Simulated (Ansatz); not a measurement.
An Ansatz input and the part of its output that reports the observables at the nuclei.

The cell is an entry of the Crystallography Open Database (COD), relaxed with PBE at fixed cell and then changed (volume scaled by 1.06, ions relaxed).

```yaml
crystal:
  lattice:
    - [0.0, 2.2217363401, 2.2217363401]
    - [2.2217363401, 0.0, 2.2217363401]
    - [2.2217363401, 2.2217363401, 0.0]
  atoms:
    - { symbol: Si, position: [0.0, 0.0, 0.0] }
    - { symbol: C, position: [0.25, 0.25, 0.25] }
kpoints:
  mp_grid: { grid: [17, 17, 17] }
scf:
  occupations: { method: fermi_dirac, width: 0.02 }
hamiltonian:
  xc: pbe
  pseudopotentials: { kind: paw }
output:
  forces: true
  stress: true
  populations: true
  efg: { contact_densities: true }
  write_density: true
  write_potential: true
  elf: true
  volumetric_format: npy
relax:
  f_tol: 0.02
  max_steps: 60
```

```sh
ansatz run input.yaml --threads 1 --pin off --max-ram 3072MiB --backend cpu --events-out ev --progress --plain --runs-dir out
```

The run relaxes the ions first, and the block belongs to the relaxed positions.

Of the output, the block on the nuclei alone is shown; the set-up, the SCF iterations, energies, forces and stress are cut. One atom of each set with nearly equal values is shown.

```
--- PAW observables at the nuclei: V_zz in 10²¹ V/m², potentials from the cell's mean, atoms counted from 1 ---
  atom   1  Si V_zz =    +0.000000   η = 0.0000   by run symmetry: forbidden
            electrostatic potential = -1361.051917 V   contact ρ = 12807.325892 e/Å³
  atom   2  C  V_zz =    +0.000000   η = 0.0000   by run symmetry: forbidden
            electrostatic potential = -417.526081 V   contact ρ = 867.016073 e/Å³
```

The relaxation (1 step) took 3.9 s of wall time (3.8 s of CPU time) and 0.43 GiB at its peak, on 1 thread of Intel Xeon Platinum 8488C (Sapphire Rapids) (x86_64; 16 cores open to the job, memory cap 3.0 GiB, no GPU), a shared host with a load of 0.3 a core.

At this changed cell the PBE pressure is -8 GPa.
